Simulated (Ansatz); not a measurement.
**Compressing Ir**

All numbers below come from Ansatz, DFT PBE, scalar-relativistic, plane waves, PAW. Run with 420 eV cutoff, 18×18×18 k-mesh, Gaussian smearing of 0.10 eV, no spin polarisation.

Starting point, cell and atoms relaxed:

```
CELL_PARAMETERS angstrom
0.00000 1.93533 1.93533
1.93533 0.00000 1.93533
1.93533 1.93533 0.00000
ATOMIC_POSITIONS crystal
Ir 0.00000 0.00000 0.00000
```

Cell and atoms are relaxed at each pressure within the symmetry of the start, at zero temperature, so transitions that lower the symmetry aren't seen. The k-mesh given is that at zero pressure and may differ at others. a, b and c are the lengths of the cell vectors above.

Spin–orbit coupling is left out, which can shift energies with elements as heavy as these.

| P (GPa) | V (Å³/atom) | V/V0 | a (Å) | b (Å) | c (Å) |
| --- | --- | --- | --- | --- | --- |
| -1 | 14.54 | 1.003 | 2.740 | 2.740 | 2.740 |
| 0 | 14.50 | 1.000 | 2.737 | 2.737 | 2.737 |
| 1 | 14.46 | 0.997 | 2.735 | 2.735 | 2.735 |
| 4 | 14.33 | 0.989 | 2.727 | 2.727 | 2.727 |
| 12 | 14.04 | 0.969 | 2.708 | 2.708 | 2.708 |
| 25 | 13.63 | 0.940 | 2.681 | 2.681 | 2.681 |
| 50 | 13.00 | 0.897 | 2.639 | 2.639 | 2.639 |
| 90 | 12.24 | 0.844 | 2.587 | 2.587 | 2.587 |

**Question.** What bulk modulus and pressure derivative fit these points?

**Answer.** A third-order Birch–Murnaghan fit gives B0 = 349 GPa and B0' = 4.9.